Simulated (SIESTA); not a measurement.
SiC (Moissanite):

```xyz
4
Lattice="3.0760 0.0000 0.0000 -1.5380 2.6639 0.0000 0.0000 0.0000 5.0480" Properties=species:S:1:pos:R:3 pbc="T T T"
Si    1.5380    0.8880    2.5240
Si    0.0000    1.7759    0.0000
C     1.5380    0.8880    4.4675
C     0.0000    1.7759    1.9435
```

Base run:

| Quantity | Value |
| --- | --- |
| Program | SIESTA 5.4.2 |
| Functional | BLYP |
| Potentials or basis | PseudoDojo 0.4 standard (PBE files) |
| Basis | DZP (energy shift 0.003 Ry) |
| Grid cutoff | 500 Ry |
| Energy shift | 0.003 Ry |
| k mesh | 10 × 10 × 5 |
| Occupations | fermi-dirac, width 0.05 eV |
| Spin | no spin polarisation |

Its results: band gap on the k mesh 2.76 eV, indirect (least direct gap 4.34 eV); pressure 13.3 GPa; largest force 0.844 eV/Å.

Q: The run is repeated on the same cell with these changes: functional from BLYP to vdW-DF-cx. What comes out?

A: Band gap on the k mesh 2.38 eV, indirect (least direct gap 4.04 eV); pressure 5.5 GPa; largest force 0.849 eV/Å.

Caveats: the potentials were made for another functional, which shifts forces and pressure; the mesh misses the band edges, which the band path finds closer together; the basis of atomic orbitals isn't converged, which shifts pressures, moduli and gaps.
